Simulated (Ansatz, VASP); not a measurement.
## One calculation of SnO, two programs

```xyz
4
Lattice="3.7244 0.0000 0.0000 0.0000 3.7244 0.0000 0.0000 0.0000 4.7373" Properties=species:S:1:pos:R:3 pbc="T T T"
Sn    0.0000    1.8622    1.1298
Sn    1.8622    0.0000    3.6074
O     0.0000    0.0000    0.0000
O     1.8622    1.8622    0.0000
```

Change from the starting cell: volume scaled by 0.94, PAW files.

Alike in both runs: task electric field gradients; functional LDA; k mesh 6 × 6 × 5; occupations fermi-dirac, width 0.02 eV; no spin polarisation.

|  | VASP | Ansatz |
| --- | --- | --- |
| version | VASP 6.6.1 | Ansatz 0.2.0 |
| potentials or method | VASP PAW LDA potentials, release 64 (Sn_d, O) | PAW with Ansatz's default frozen-core files, scalar-relativistic |
| plane-wave cutoff (eV) | 520 | 420 |
| valence electrons in the cell | 40 | 40 |

```tsv
	VASP	Ansatz	Ansatz less VASP
pressure (GPa)	3.9	3.5	-0.44
largest component of the traceless stress (GPa)	0.82	0.82	+0.003
rms of the force components (eV/Å)	0.336	0.285	-0.0518
Vzz of the field gradient on the site that differs most (V/Å²)	-172.1	-179.3	-7.15
```

Atom by atom the forces differ by 0.052 eV/Å (rms over components). Ansatz warned: «gradients_without_spin_orbit».
